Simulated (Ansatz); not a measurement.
Predict the output of the script below (Ansatz's Python interface).

`run_eps.py`
```python
# -*- coding: utf-8 -*-
"""Response of BaF2 to an electric field."""

import ansatz as az
import numpy as np

XC = "pbe"
CUTOFF_EV = 630
KSPACING = 0.72
SCF_TOL = 1e-08
SMEARING = "fixed"


def main():
    vectors = np.array([
        [0.0, 3.10005, 3.10005],
        [3.10005, 0.0, 3.10005],
        [3.10005, 3.10005, 0.0],
    ])
    baf2 = (
        az.Lattice.of(vectors)
        .atom("Ba", (0.0, 0.0, 0.0))
        .atom("F", (0.25, 0.25, 0.25))
        .atom("F", (0.75, 0.75, 0.75))
    )

    # an insulator: whole occupations
    calculation = (
        baf2.calculation()
        .mixing("msr1")
        .functional(XC)
        .basis(CUTOFF_EV)
        .kpoints(spacing=KSPACING)
        .eigensolver("davidson", full_accuracy=True)
        .scf(tolerance=SCF_TOL)
        .occupations(SMEARING)
        .dielectric()
    )
    result = calculation.run()
    response = result.dielectric
    eps = np.asarray(response.eps_inf)

    values = np.linalg.eigvalsh(eps)
    print("principal values of eps_inf:", np.round(values, 3))
    print("refractive indices:", np.round(np.sqrt(values), 3))
    for index, (site, z) in enumerate(zip(result.lattice.sites, response.zstar_e)):
        print("Born charge tensor of", site.symbol, index)
        print(np.round(z, 3) + 0.0)
    print(f"charge neutrality missed by {response.zstar_sum_residual_pre_e:.4f} e before the sum rule")


if __name__ == "__main__":
    main()
```

`python run_eps.py` gives:
```text
principal values of eps_inf: [2.361 2.361 2.361]
refractive indices: [1.537 1.537 1.537]
Born charge tensor of Ba 0
[[2.603 0.    0.   ]
 [0.    2.603 0.   ]
 [0.    0.    2.603]]
Born charge tensor of F 1
[[-1.301  0.     0.   ]
 [ 0.    -1.301  0.   ]
 [ 0.     0.    -1.301]]
Born charge tensor of F 2
[[-1.301  0.     0.   ]
 [ 0.    -1.301  0.   ]
 [ 0.     0.    -1.301]]
charge neutrality missed by 0.0004 e before the sum rule
```

Caveats:
- The settings weren't tested for convergence.
- Under fixed occupations the level called the Fermi level is the highest filled one on the SCF mesh; off the mesh a filled band can lie a little above it.
- Energy and stress may still move on a finer k-point mesh.
- The structure is a deposited one; some such entries were measured under pressure or heat, so a shift against it needn't be the functional's error alone.
- This is the electronic (clamped-ion) response; a semilocal gap that is too small tends to raise it. The typed mesh is that of the SCF; the response is solved on denser meshes that the run picks.
- Timing: 28 s on 1 thread of Arm Neoverse V1, with other jobs on the host, peak memory 0.48 GiB.

(A comment or docstring line of the script was reworded after the run, the code is as it ran; lines on the test bed's own set-up are left out of the output.)
